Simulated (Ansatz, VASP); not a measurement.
**One calculation of Sb, two programs**

```
Sb
1.0
     2.97549    0.00000    0.00000
     0.00000    2.97549    0.00000
     0.00000    0.00000    2.97549
Sb
1
Direct
  0.00000 0.00000 0.00000
```

Alike in both runs: task single point; functional PBEsol; k mesh 12 × 12 × 12; occupations fermi-dirac, width 0.1 eV; no spin polarisation.

|  | VASP | Ansatz |
| --- | --- | --- |
| version | VASP 6.6.1 | Ansatz 0.2.0 |
| potentials or method | VASP PAW PBE potentials, release 64 (Sb) | plane waves (420 eV) with PAW, scalar-relativistic |
| plane-wave cutoff (eV) | 520 | 420 |
| valence electrons in the cell | 5 | 15 |

Ansatz gave:

```
pressure (GPa) : 6.4
```

**Question.** Estimate VASP's values.

**Answer.** Pressure (GPa): 6.7.

The two sets of potentials don't hold the same shells in valence. Ansatz warned: «pseudo_functional_mismatch».

Caveats: the PAW data sets were made with another functional, which shifts forces and pressure a little (VASP). The runs have no spin-orbit coupling, so splittings on Sb are missing.
